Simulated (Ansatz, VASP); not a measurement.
## Br in VASP and in Ansatz

```
Br
1.0
     3.58254    0.00000    0.00000
    -1.79127    3.10257    0.00000
     0.00000    0.00000    2.56864
Br
1
Direct
  0.00000 0.00000 0.00000
```

Alike in both runs: functional PBE; k mesh 15 × 15 × 14; occupations fermi-dirac, width 0.1 eV; no spin polarisation.

Ansatz relaxed the structure, and its values are those at the end. VASP's run is a single point on that final structure, the one shown.

```csv
,VASP,Ansatz
version,VASP 6.6.1,Ansatz 0.2.0
potentials or method,"VASP PAW PBE potentials, release 64 (Br)","PAW with Ansatz's default frozen-core files, scalar-relativistic"
plane-wave cutoff (eV),520,420
valence electrons in the cell,7,7
```

|  | VASP | Ansatz | Ansatz less VASP |
| --- | --- | --- | --- |
| pressure (GPa) | 3.1 | 3.1 | 0.00 |

Caveats: an odd number of electrons without spin polarisation forces a metal; a magnetic or distorted state may lie lower.
